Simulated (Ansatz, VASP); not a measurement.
# Two plane-wave programs on GaSb

Contents of INCAR:

```
PREC     = Accurate       # precision mode
ENCUT    = 520            # plane-wave cutoff, eV
EDIFF    = 1E-7           # SCF threshold, eV
ISMEAR   = -1             # smearing method
SIGMA    = 0.05           # smearing width, eV
LREAL    = F              # projectors in reciprocal space
LASPH    = T              # aspherical terms in the spheres
NELM     = 80             # most SCF steps
ALGO     = Normal         # electronic algorithm
ISIF     = 2              # what is computed and relaxed
LWAVE    = F              # write WAVECAR
LCHARG   = F              # write CHGCAR
GGA      = PE             # functional
NBANDS   = 16             # bands
```

The input KPOINTS:

```
Automatic mesh
0
Gamma
  10 10 10
```

The input POSCAR:

```
GaSb
1.0
   -2.7162208707      2.7162208707      1.5692083240
    2.7162208707     -2.7162208707      1.5692083240
    2.7162208707      2.7162208707     -1.5692083240
Sb Ga
1 1
Direct
    0.0000000000      0.0000000000      0.0000000000
    0.7500000000      0.2500000000      0.5000000000
```

File input.yaml:

```yaml
crystal:
  lattice:
    - [-2.7162208707, 2.7162208707, 1.569208324]
    - [2.7162208707, -2.7162208707, 1.569208324]
    - [2.7162208707, 2.7162208707, -1.569208324]
  atoms:
    - { symbol: Sb, position: [0.0, 0.0, 0.0] }
    - { symbol: Ga, position: [0.75, 0.25, 0.5] }
hamiltonian:
  xc: pbe
  pseudopotentials: { kind: paw }
kpoints:
  mp_grid: { grid: [10, 10, 10] }
scf:
  occupations: { method: fermi_dirac, width: 0.05 }
output:
  forces: true
  stress: true
  eigenvalues: true
  write_density: true
  write_potential: true
  elf: true
  volumetric_format: npy
```

Change from the starting cell: volume scaled by 0.96.

Alike in both runs: task single point; functional PBE; k mesh 10 × 10 × 10; occupations fermi-dirac, width 0.05 eV; no spin polarisation.

|  | VASP | Ansatz |
| --- | --- | --- |
| version | VASP 6.6.1 | Ansatz 0.2.0 |
| potentials or method | VASP PAW PBE potentials, release 64 (Sb, Ga_d) | Ansatz PAW |
| plane-wave cutoff (eV) | 520 | 420 |
| valence electrons in the cell | 18 | 28 |

|  | VASP | Ansatz | Ansatz less VASP |
| --- | --- | --- | --- |
| gap on the k mesh at the Fermi level (eV) | none | none | - |
| pressure (GPa) | 2.6 | 2.5 | -0.04 |
| largest component of the traceless stress (GPa) | 0.84 | 0.80 | -0.042 |

A gap of «none» marks a metal or a gap that the smearing closes. The two sets of potentials don't hold the same shells in valence.

Spin-orbit coupling is left out, which matters for the levels of Sb.
